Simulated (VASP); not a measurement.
# Ni (Fm-3m) in VASP: band structure with PBE

Aim: the band structure of Ni with PBE.

All numbers are computed with VASP 6.6.1; they aren't measurements. Logs are shortened: lines on timing, memory, paths and dates and some standing lists are left out, and cuts for length are marked.

### Step 1. The crystal as given

Symmetry: Fm-3m, No. 225, cubic system. Conventional cell: a = 3.518 Å, b = 3.518 Å, c = 3.518 Å, α = 90.00°, β = 90.00°, γ = 90.00°. Ni (site symmetry m-3m) is surrounded by 12 Ni at 2.49 Å.

### Step 2. Band structure, PBE, collinear spin, ferromagnetic start

INCAR reads:

```
  PREC = Accurate
  ENCUT = 520
  EDIFF = 1E-7
  ISMEAR = 0
  SIGMA = 0.1
  LREAL = False
  LASPH = True
  NELM = 150
  ALGO = Normal
  ISIF = 2
  LWAVE = False
  LCHARG = False
  ISPIN = 2
  MAGMOM = 0.8
  LORBIT = 11
  LMAXMIX = 4
  GGA = PE
  NBANDS = 15
  AMIX = 0.2
```

KPOINTS reads:

```
Automatic mesh
0
Gamma
  20 20 20
```

POSCAR reads:

```
Ni                                      
1.0
    0.0000000000      1.7590677659      1.7590677659
    1.7590677659      0.0000000000      1.7590677659
    1.7590677659      1.7590677659      0.0000000000
  Ni            
     1
Direct
     0.0000000000000000    0.0000000000000000    0.0000000000000000
```

KPOINTS_OPT reads:

```
path GXWKGLUWLK,UX
15
line-mode
reciprocal
 0.0000000000  0.0000000000  0.0000000000  G
 0.5000000000  0.0000000000  0.5000000000  X

 0.5000000000  0.0000000000  0.5000000000  X
 0.5000000000  0.2500000000  0.7500000000  W

 0.5000000000  0.2500000000  0.7500000000  W
 0.3750000000  0.3750000000  0.7500000000  K

 0.3750000000  0.3750000000  0.7500000000  K
 0.0000000000  0.0000000000  0.0000000000  G

 0.0000000000  0.0000000000  0.0000000000  G
 0.5000000000  0.5000000000  0.5000000000  L

 0.5000000000  0.5000000000  0.5000000000  L
 0.6250000000  0.2500000000  0.6250000000  U

 0.6250000000  0.2500000000  0.6250000000  U
 0.5000000000  0.2500000000  0.7500000000  W

 0.5000000000  0.2500000000  0.7500000000  W
 0.5000000000  0.5000000000  0.5000000000  L

 0.5000000000  0.5000000000  0.5000000000  L
 0.3750000000  0.3750000000  0.7500000000  K

 0.6250000000  0.2500000000  0.6250000000  U
 0.5000000000  0.0000000000  0.5000000000  X
```

Potentials or basis: VASP PAW PBE potentials, release 64 (Ni).

Launch:

```console
cat potpaw_PBE.64/Ni/POTCAR > POTCAR
mpirun -np 1 vasp_std > vasp.out
```

OUTCAR:

```text
PREC = Accurate
   ENCUT = 520
   EDIFF = 1E-7
   ISMEAR = 0
   LREAL = False
   LASPH = True
   NELM = 150
   ISIF = 2
   ISPIN = 2
   LORBIT = 11
   GGA = PE
   AMIX = 0.2

 ion  position               nearest neighbor table
   1  0.000  0.000  0.000-

  LATTYP: Found a face centered cubic cell.
 ALAT       =     3.5181355318

  Lattice vectors:

 A1 = (   0.0000000000,   1.7590677659,   1.7590677659)
 A2 = (   1.7590677659,   0.0000000000,   1.7590677659)
 A3 = (   1.7590677659,   1.7590677659,   0.0000000000)

Analysis of symmetry for initial positions (statically):
=====================================================================
 Subroutine PRICEL returns:
 Original cell was already a primitive cell.

 Routine SETGRP: Setting up the symmetry group for a
 face centered cubic supercell.

 Subroutine GETGRP returns: Found 48 space group operations
 (whereof 48 operations were pure point group operations)
 out of a pool of 48 trial point group operations.

The static configuration has the point symmetry O_h .

Analysis of symmetry for dynamics (positions and initial velocities):
=====================================================================
 Subroutine PRICEL returns:
 Original cell was already a primitive cell.

 Routine SETGRP: Setting up the symmetry group for a
 face centered cubic supercell.

 Subroutine GETGRP returns: Found 48 space group operations
 (whereof 48 operations were pure point group operations)
 out of a pool of 48 trial point group operations.

The dynamic configuration has the point symmetry O_h .

Analysis of structural, dynamic, and magnetic symmetry:
=====================================================================
 Subroutine PRICEL returns:
 Original cell was already a primitive cell.

 Routine SETGRP: Setting up the symmetry group for a
 face centered cubic supercell.

 Subroutine GETGRP returns: Found 48 space group operations
 (whereof 48 operations were pure point group operations)
 out of a pool of 48 trial point group operations.

The overall configuration has the point symmetry O_h .

 Subroutine INISYM returns: Found 48 space group operations
 (whereof 48 operations are pure point group operations),
 and found     1 'primitive' translations

----------------------------------------------------------------------------------------

                                     Primitive cell

  volume of cell :      10.8862

  direct lattice vectors                    reciprocal lattice vectors
     0.000000000  1.759067766  1.759067766    -0.284241466  0.284241466  0.284241466
     1.759067766  0.000000000  1.759067766     0.284241466 -0.284241466  0.284241466
     1.759067766  1.759067766  0.000000000     0.284241466  0.284241466 -0.284241466

  length of vectors
     2.487697492  2.487697492  2.487697492     0.492320660  0.492320660  0.492320660

  position of ions in fractional coordinates (direct lattice)
     0.000000000  0.000000000  0.000000000

  ion indices of the primitive-cell ions
   primitive index   ion index
                 1           1

----------------------------------------------------------------------------------------

 KPOINTS: Automatic mesh

Automatic generation of k-mesh.
 Grid dimensions read from file:
 generate k-points for:   20   20   20

 Generating k-lattice:

  Cartesian coordinates                     Fractional coordinates (reciprocal lattice)
    -0.014212073  0.014212073  0.014212073     0.050000000  0.000000000  0.000000000
     0.014212073 -0.014212073  0.014212073     0.000000000  0.050000000  0.000000000
     0.014212073  0.014212073 -0.014212073     0.000000000  0.000000000  0.050000000

  Length of vectors
     0.024616033  0.024616033  0.024616033

  Shift w.r.t. Gamma in fractional coordinates (k-lattice)
     0.000000000  0.000000000  0.000000000

 Subroutine IBZKPT returns following result:
 ===========================================

 Found    256 irreducible k-points:

 Following reciprocal coordinates:
            Coordinates               Weight
  0.000000  0.000000  0.000000      1.000000
  0.050000  0.000000  0.000000      8.000000
  0.100000  0.000000  0.000000      8.000000
  0.150000  0.000000  0.000000      8.000000
  0.200000  0.000000  0.000000      8.000000
  0.250000  0.000000  0.000000      8.000000
[... 16 lines left out ...]
 -0.400000  0.050000  0.000000     24.000000
 -0.350000  0.050000  0.000000     24.000000
 [... further k-points ...]
   k-points           NKPTS =    256   k-points in BZ     NKDIM =    256   number of bands    NBANDS=     15
   number of dos      NEDOS =    301   number of ions     NIONS =      1
   total plane-waves  NPLWV =   8000
   dimension x,y,z NGX =    20 NGY =   20 NGZ =   20
   dimension x,y,z NGXF=    40 NGYF=   40 NGZF=   40
   ions per type =               1
   NGX,Y,Z   is equivalent  to a cutoff of  13.37, 13.37, 13.37 a.u.
   NGXF,Y,Z  is equivalent  to a cutoff of  26.73, 26.73, 26.73 a.u.
 SYSTEM =  unknown system
   PREC   = accura    normal or accurate (medium, high low for compatibility)
   ISTART =      0    job   : 0-new  1-cont  2-samecut
   ICHARG =      2    charge: 1-file 2-atom 10-const
   ISPIN  =      2    spin polarized calculation?
   LNONCOLLINEAR =      F non collinear calculations
   LSORBIT =      F    spin-orbit coupling
   LASPH  =      T    aspherical Exc in radial PAW
   ENCUT  =  520.0 eV  38.22 Ry    6.18 a.u.   4.63  4.63  4.63*2*pi/ulx,y,z
   NELM   =    150;   NELMIN=  2; NELMDL= -5     # of ELM steps
   EDIFF  = 0.1E-06   stopping-criterion for ELM
   LREAL  =      F    real-space projection
   EDIFFG = 0.1E-05   stopping-criterion for IOM
   NSW    =      0    number of steps for IOM
   IBRION =     -1    ionic relax: 0-MD 1-quasi-New 2-CG
   NFREE  =      0    steps in history (QN), initial steepest desc. (CG)
   ISIF   =      2    stress and relaxation
   ISYM   =      2    0-nonsym 1-usesym 2-fastsym
   POTIM  = 0.5000    time-step for ionic-motion
   TEBEG  =    0.0;   TEEND  =   0.0 temperature during run
   PSTRESS=    0.0 pullay stress
   NELECT =      10.0000    total number of electrons
   NUPDOWN=      -1.0000    fix difference up-down
   EMIN   =  10.00;   EMAX   =-10.00  energy-range for DOS
   EFERMI =   0.00;   METHOD = LEGACY
   ISMEAR =     0;   SIGMA  =   0.10  broadening in eV -4-tet -1-fermi 0-gaus
   EFERMI_NEDOS =   21; number of points for ismear=-14 and -15
   IALGO  =     38    algorithm
   IMIX   =      4    mixing-type and parameters
     AMIX     =   0.20;   BMIX     =  1.00
     AMIX_MAG =   0.80;   BMIX_MAG =  1.00
  volume/ion in A,a.u.               =      10.89        73.46
  Fermi-wavevector in a.u.,A,eV,Ry     =   1.591411  3.007330 34.457950  2.532588
  Thomas-Fermi vector in A             =   2.689955
   LORBIT       =     11    0 simple, 1 ext, 2 COOP (PROOUT), +10 PAW based schemes
   GGA     = PE    functional components
   LHFCALC =     F    Hartree Fock is set to
   AEXX    =    0.0000 exact exchange contribution
   IVDW    =     0    specifies the selected vdW correction
   LEPSILON=     F    determine dielectric tensor
   LRPA    =     F    only Hartree local field effects (RPA)
 spin polarized calculation
 Gauss-broadening in eV      SIGMA  =   0.10
  energy-cutoff  :      520.00
  volume of cell :       10.89
 maximum number of plane-waves:       305
   NGX =  9   NGY =  9   NGZ =  9

 number of electron      10.0000009 magnetization       0.6283685

 Free energy of the ion-electron system (eV)
  ---------------------------------------------------
  ext. energy  EPLUGINS =         0.00000000
  ---------------------------------------------------
  free energy    TOTEN  =        -5.47513467 eV

  energy without entropy =       -5.46636428  energy(sigma->0) =       -5.47074947

 E-fermi :   9.3696     XC(G=0): -13.2523

 val. band max:        9.3690232575   @ k =  -0.4500   0.5000   0.0500
 cond. band min:       9.3697217163   @ k =   0.4000   0.0000   0.0000
 fundamental gap:      0.0006984588
 Fermi energy:         9.3696396159

 spin component 1

 k-point     1 :       0.0000    0.0000    0.0000
  band No.  band energies     occupation
      1       0.3625      1.00000
      2       6.9313      1.00000
      3       6.9313      1.00000
      4       6.9313      1.00000
      5       8.1092      1.00000
      6       8.1092      1.00000
      7      33.0880      0.00000
      8      36.9436      0.00000
      9      36.9436      0.00000
     10      36.9436      0.00000
     11      39.8787      0.00000
     12      39.8787      0.00000
     13      39.8787      0.00000
     14      42.8465      0.00000
     15      49.1365      0.00000
[... 397 lines left out ...]
 k-point    24 :      -0.3500    0.0500    0.0000
  band No.  band energies     occupation
      1       4.1886      1.00000
      2       7.0192      1.00000
      3       7.0740      1.00000
      4       7.1949      1.00000
      5       8.4386      1.00000
      6       8.7882      1.00000
      7      18.5041      0.00000
      8      31.0470      0.00000
      9      33.4120      0.00000
     10      35.2725      0.00000
     11      37.2530      0.00000
     12      39.0915      0.00000
     13      43.3126      0.00000
     14      49.9900      0.00000
     15      51.5731      0.00000

 [... further k-points ...]

 spin component 2

 k-point     1 :       0.0000    0.0000    0.0000
  band No.  band energies     occupation
      1       0.3266      1.00000
      2       7.6888      1.00000
      3       7.6888      1.00000
      4       7.6888      1.00000
      5       8.6956      1.00000
      6       8.6956      1.00000
      7      32.9234      0.00000
      8      36.9237      0.00000
      9      36.9237      0.00000
     10      36.9237      0.00000
     11      39.9795      0.00000
     12      39.9795      0.00000
     13      39.9795      0.00000
     14      42.7227      0.00000
     15      49.3348      0.00000
[... 397 lines left out ...]
 k-point    24 :      -0.3500    0.0500    0.0000
  band No.  band energies     occupation
      1       4.4036      1.00000
      2       7.5568      1.00000
      3       7.6664      1.00000
      4       7.7076      1.00000
      5       9.1707      0.99755
      6       9.4837      0.05343
      7      18.7483      0.00000
      8      31.0135      0.00000
      9      33.4107      0.00000
     10      35.3762      0.00000
     11      37.2810      0.00000
     12      39.1104      0.00000
     13      43.3748      0.00000
     14      50.0624      0.00000
     15      51.7915      0.00000

 [... further k-points ...]

------------------------ aborting loop because EDIFF is reached ----------------------------------------

  FORCE on cell =-STRESS in cart. coord.  units (eV):
  Direction    XX          YY          ZZ          XY          YZ          ZX
  --------------------------------------------------------------------------------------
  -------------------------------------------------------------------------------------
  Total        0.0000317      0.0000317      0.0000317      0.0000000      0.0000000      0.0000000
  in kB        0.0046601      0.0046601      0.0046601      0.0000000      0.0000000      0.0000000
  external PRESSURE =       0.0046601 kB  Pullay stress =       0.0000000 kB

 VOLUME and BASIS-vectors are now :
 -----------------------------------------------------------------------------
  energy-cutoff  :      520.00
  volume of cell :       10.89
      direct lattice vectors                 reciprocal lattice vectors
     0.000000000  1.759067766  1.759067766    -0.284241466  0.284241466  0.284241466
     1.759067766  0.000000000  1.759067766     0.284241466 -0.284241466  0.284241466
     1.759067766  1.759067766  0.000000000     0.284241466  0.284241466 -0.284241466

 POSITION                                       TOTAL-FORCE (eV/Angst)
 -----------------------------------------------------------------------------------
      0.00000      0.00000      0.00000         0.000000      0.000000      0.000000
 -----------------------------------------------------------------------------------
    total drift:                                0.000000     -0.000000     -0.000000

  FREE ENERGIE OF THE ION-ELECTRON SYSTEM (eV)
  ---------------------------------------------------
  free  energy   TOTEN  =        -5.4751346669 eV

  energy  without entropy=       -5.4663642780  energy(sigma->0) =       -5.47074947

 total charge

# of ion       s       p       d       tot
------------------------------------------
    1        0.497   0.497   8.314   9.309

 magnetization (x)

# of ion       s       p       d       tot
------------------------------------------
    1       -0.007  -0.025   0.672   0.640
```

Wall time 73 s (1 thread of Intel Xeon Platinum 8488C (Sapphire Rapids), shared host); peak memory 0.22 GiB.

What came out:

* Free energy: -5.4751 eV
* Pressure: 0.0 GPa
* Band gap along the path: none (metal or under the smearing width)
* Net moment: 0.63 μB per cell
* Site moments: Ni +0.64 μB
* Valence electrons inside the program's atomic spheres: Ni 9.31
